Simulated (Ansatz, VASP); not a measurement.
**Ru: VASP beside Ansatz**

```
CELL_PARAMETERS angstrom
-1.51494 1.51494 1.51494
1.51494 -1.51494 1.51494
1.51494 1.51494 -1.51494
ATOMIC_POSITIONS crystal
Ru 0.00000 0.00000 0.00000
```

Alike in both runs: task relaxation of cell and atoms; functional r2SCAN; k mesh 26 × 26 × 26; occupations gaussian, width 0.1 eV; no spin polarisation.

```csv
,VASP,Ansatz
version,VASP 6.6.1,Ansatz 0.2.0
potentials or method,"VASP PAW PBE potentials, release 64 (Ru_pv)","scalar-relativistic, plane waves, PAW"
plane-wave cutoff (eV),600,500
valence electrons in the cell,14,16
```

```tsv
	VASP	Ansatz	Ansatz less VASP
gap on the k mesh at the Fermi level, each at its own relaxed structure (eV)	none	none	-
relaxed volume (Å³/atom)	13.99	13.93	-0.063
relaxed cell length with the largest relative difference (Å)	2.629	2.625	-0.0040
```

A gap of «none» marks a metal or a gap that the smearing closes. The two sets of potentials don't hold the same shells in valence.

Caveats: the PAW data sets were made with another functional, which shifts forces and pressure a little (VASP).
